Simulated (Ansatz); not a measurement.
Na2S in the antifluorite structure, relaxed with r2SCAN: space group Fm-3m (No. 225), cubic; a = 6.511 Å in the conventional setting, 23.00 Å³ an atom. Around S lie 8 Na at 2.82 Å; around Na lie 4 S at 2.82 Å. One-shot G0W0@PBE in Ansatz 0.2.0 on a 4×4×4 mesh (contour deformation, no spin-orbit coupling), from a PBE gap of 2.532 eV over the mesh points (the G0W0 gap is direct on the mesh); the number N of bands summed and the screening cutoff rise together. The values are computed, spin-unpolarised, and not measurements.

```csv
N,cutoff (eV),1000/N,G0W0 gap (eV)
124,80,8.065,4.015
271,140,3.690,4.142
```

Question: Lay a straight line in 1000/N through these rows.

Answer: The slope is -0.0290 eV per unit of 1000/N and the intercept 4.249 eV.

Question: Predict the gap at N = 488 (210 eV).

Answer: 4.249 + (-0.0290) × 2.049 = 4.190 eV; the run gives 4.207 eV, +0.017 eV from the line.

Question: With that run's result added, what limit do the last two rows suggest?

Answer: Their slope is (4.207 − 4.142)/(2.049 − 3.690) = -0.0396, which meets 1/N = 0 at 4.29 eV, against 4.249 eV from the first line. The slope steepens, so 1/N isn't yet asymptotic and the true limit probably lies higher still; the k mesh isn't extrapolated.
